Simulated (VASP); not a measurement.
Here is a VASP 6.6.1 calculation.

The input POSCAR:

```
Ti
1.0
   -0.0382360000      1.9569270000      1.9442780000
    2.0981800000     -0.0747270000      1.9807700000
    2.0740230000      1.9692620000     -0.0505710000
Ti
1
Cartesian
    0.0000000000      0.0000000000      0.0000000000
```

INCAR.step1

```
SYSTEM = Ti
  PREC = Accurate
  ENCUT = 520
  EDIFF = 1E-5
  ISMEAR = -1
  SIGMA = 0.1
  LREAL = .FALSE.
  LASPH = .TRUE.
  NELM = 100
  ALGO = Normal
  ISIF = 2
  LWAVE = .TRUE.
  LCHARG = .FALSE.
  LMAXMIX = 4
  GGA = PE
```

The input INCAR.step2:

```
SYSTEM = Ti
  PREC = Accurate
  ENCUT = 520
  EDIFF = 1E-6
  ISMEAR = -5
  SIGMA = 0.1
  LREAL = .FALSE.
  LASPH = .TRUE.
  NELM = 100
  ALGO = Normal
  ISIF = 2
  LWAVE = .FALSE.
  LCHARG = .FALSE.
  LMAXMIX = 4
  METAGGA = MBJ
  LORBIT = 10
  ISTART = 1
  NEDOS = 1001
```

The input KPOINTS:

```
regular mesh
0
G
  11 11 11
  0 0 0
```

Potentials or basis: VASP PAW PBE potentials, release 64 (Ti_sv).

Launch:

```bash
$ cat potpaw_PBE.64/Ti_sv/POTCAR > POTCAR
$ cp INCAR.step1 INCAR
$ mpirun -np 1 vasp_std > vasp.out
$ cp INCAR.step2 INCAR
$ mpirun -np 1 vasp_std > vasp.out
```

What does it give for the band gap on the k mesh?

None (metal or under the smearing width).

States per cell in windows of 1 eV (zero at the Fermi level; states under -8 eV left out):
| from (eV) | total | Ti1_d | Ti1_p | Ti1_s |
| --- | --- | --- | --- | --- |
| -8.0 | 0.00 | 0.00 | 0.00 | 0.00 |
| -7.0 | 0.00 | 0.00 | 0.00 | 0.00 |
| -6.0 | 0.02 | 0.00 | 0.00 | 0.01 |
| -5.0 | 0.11 | 0.00 | 0.00 | 0.03 |
| -4.0 | 0.22 | 0.02 | 0.02 | 0.06 |
| -3.0 | 0.84 | 0.31 | 0.04 | 0.10 |
| -2.0 | 1.37 | 0.78 | 0.06 | 0.05 |
| -1.0 | 1.37 | 0.87 | 0.08 | 0.01 |
| 0.0 | 1.82 | 1.27 | 0.09 | 0.02 |
| 1.0 | 1.50 | 1.22 | 0.04 | 0.01 |
| 2.0 | 1.68 | 1.48 | 0.02 | 0.01 |
| 3.0 | 1.86 | 1.72 | 0.02 | 0.01 |
| 4.0 | 0.48 | 0.35 | 0.04 | 0.01 |
| 5.0 | 0.38 | 0.23 | 0.05 | 0.01 |
| 6.0 | 0.28 | 0.14 | 0.05 | 0.01 |
| 7.0 | 0.12 | 0.05 | 0.03 | 0.00 |
